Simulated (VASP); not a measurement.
Set up this calculation in VASP 6.6.1, as the native input.

| Property | Result |
| --- | --- |
| Task | single point |
| Functional | BLYP |
| Potentials or basis | VASP PAW PBE potentials, release 64 (C) |
| Cutoff | 520 eV |
| k mesh | 14 × 14 × 3 |
| Occupations | fermi-dirac, width 0.05 eV |
| Spin | no spin polarisation |
| Dipole correction | no |
| Further INCAR settings | ALGO = Fast; EDIFF = 1e-06; NBANDS = 16 |

The structure of C lies in POSCAR:

```
C
1.0
    2.5380996728      0.0000000000      0.0000000000
   -1.2690498364      2.1980587940      0.0000000000
    0.0000000000      0.0000000000     12.2866363519
C
4
Direct
    0.0000000000      0.0000000000      0.2500000000
    1.0000000000      1.0000000000      0.7500000000
    0.3333333333      0.6666666667      0.2500000000
    0.6666666667      0.3333333333      0.7500000000
```

One way to write it, as run:

INCAR

```
PREC     = Accurate       # precision mode
ENCUT    = 520            # plane-wave cutoff, eV
EDIFF    = 1E-6           # SCF threshold, eV
ISMEAR   = -1             # smearing method
SIGMA    = 0.05           # smearing width, eV
LREAL    = F              # projectors in reciprocal space
LASPH    = T              # aspherical terms in the spheres
NELM     = 60             # most SCF steps
ALGO     = Fast           # electronic algorithm
ISIF     = 2              # what is computed and relaxed
LWAVE    = F              # write WAVECAR
LCHARG   = F              # write CHGCAR
GGA      = B5             # functional
ALDAX    = 1.0          
AGGAX    = 1.0          
AGGAC    = 1.0          
ALDAC    = 0.0          
NBANDS   = 16             # bands
```

KPOINTS

```
regular mesh
0
Gamma
  14 14 3
```

Potentials or basis: VASP PAW PBE potentials, release 64 (C).

Run with:

```console
$ cat potpaw_PBE.64/C/POTCAR > POTCAR
$ mpirun -np 1 vasp_std > vasp.out
```

Results of the run:

```json
{
  "Pressure": "-9.9 GPa",
  "Band gap on the k mesh": "1.12 eV, direct"
}
```

Caveat: the PAW data sets were made with another functional, which shifts forces and pressure a little; an odd mesh through Γ misses points on the zone boundary, where band edges often lie.

It took 47 s on 1 thread of AMD EPYC 9R45 (Zen 5), with other jobs on the host, peak memory 0.16 GiB.
